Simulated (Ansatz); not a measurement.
Sb:

```
CELL_PARAMETERS angstrom
4.52770 0.00000 0.00000
0.00000 4.42110 0.00000
-1.32052 0.00000 6.36435
ATOMIC_POSITIONS crystal
Sb 0.33993 0.25000 0.68367
Sb 0.93664 0.75000 0.76276
Sb 0.06336 0.25000 0.23724
Sb 0.66007 0.75000 0.31633
```

This isn't the form of Sb at room conditions, which is rhombohedral.

Base run:

- Program: Ansatz 0.2.0
- Functional: LDA
- Potentials or basis: all-electron LAPW, scalar-relativistic
- Cutoff: 210 eV (chosen from the basis error)
- Basis error allowed: 0.002 eV/atom
- k mesh: 6 × 6 × 4
- Occupations: fermi-dirac, width 0.05 eV
- Spin: no spin polarisation

Its results: pressure -3.4 GPa; largest force 0.236 eV/Å.

**Question.** The run is repeated on the same cell with these changes: functional from LDA to PBEsol. What comes out?

**Answer.** Pressure -2.3 GPa; largest force 0.146 eV/Å.

PBEsol binds less tightly than LDA, so the same cell stands under more pressure.
